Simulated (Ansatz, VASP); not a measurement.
SnS: VASP beside Ansatz

File INCAR:

```
PREC = Accurate
ENCUT = 520
EDIFF = 1E-6
ISMEAR = 0
SIGMA = 0.1
LREAL = F
LASPH = T
NELM = 100
ALGO = Fast
ISIF = 2
LWAVE = F
LCHARG = F
GGA = PE
NBANDS = 50
```

The input KPOINTS:

```
Automatic mesh
0
Gamma
  2 4 4
```

File POSCAR:

```
SnS
1.0
   11.3200000000      0.0000000000      0.0000000000
    0.0000000000      4.0500000000      0.0000000000
    0.0000000000      0.0000000000      4.2420000000
Sn S
4 4
Direct
    0.1220000000      0.2500000000      0.0981000000
    0.3780000000      0.7500000000      0.5981000000
    0.6220000000      0.2500000000      0.4019000000
    0.8780000000      0.7500000000      0.9019000000
    0.8507000000      0.2500000000      0.4790000000
    0.6493000000      0.7500000000      0.9790000000
    0.3507000000      0.2500000000      0.0210000000
    0.1493000000      0.7500000000      0.5210000000
```

Input for Ansatz:

```yaml
crystal:
  lattice:
    - [11.32, 0.0, 0.0]
    - [0.0, 4.05, 0.0]
    - [0.0, 0.0, 4.242]
  atoms:
    - { symbol: Sn, position: [0.122, 0.25, 0.0981] }
    - { symbol: Sn, position: [0.378, 0.75, 0.5981] }
    - { symbol: Sn, position: [0.622, 0.25, 0.4019] }
    - { symbol: Sn, position: [0.878, 0.75, 0.9019] }
    - { symbol: S, position: [0.8507, 0.25, 0.479] }
    - { symbol: S, position: [0.6493, 0.75, 0.979] }
    - { symbol: S, position: [0.3507, 0.25, 0.021] }
    - { symbol: S, position: [0.1493, 0.75, 0.521] }
basis:
  ecutwfc: 420
kpoints:
  mp_grid: { grid: [2, 4, 4] }
hamiltonian:
  xc: pbe
scf:
  occupations: { method: gaussian, width: 0.1 }
output:
  forces: true
  stress: true
  eigenvalues: true
```

Alike in both runs: task single point; functional PBE; k mesh 2 × 4 × 4; occupations gaussian, width 0.1 eV; no spin polarisation.

|  | VASP | Ansatz |
| --- | --- | --- |
| version | VASP 6.6.1 | Ansatz 0.2.0 |
| potentials or method | VASP PAW PBE potentials, release 64 (Sn_d, S) | scalar-relativistic, plane waves, PAW |
| plane-wave cutoff (eV) | 520 | 420 |
| valence electrons in the cell | 80 | 80 |

|  | VASP | Ansatz | Ansatz less VASP |
| --- | --- | --- | --- |
| gap on the k mesh at the Fermi level (eV) | 0.89 | 0.90 | +0.008 |
| least direct gap on the mesh (eV) | 1.39 | 1.40 | +0.006 |
| pressure (GPa) | 1.4 | 1.5 | +0.05 |
| largest component of the traceless stress (GPa) | 0.85 | 0.87 | +0.020 |
| rms of the force components (eV/Å) | 0.059 | 0.061 | +0.0017 |

Atom by atom the forces differ by 0.003 eV/Å (rms over components). The functional is the same, so the differences come from potentials, cutoffs and numerics.

Caveats: spin-orbit coupling is left out, which moves the levels of the heavy elements. A k mesh can miss the band edges.
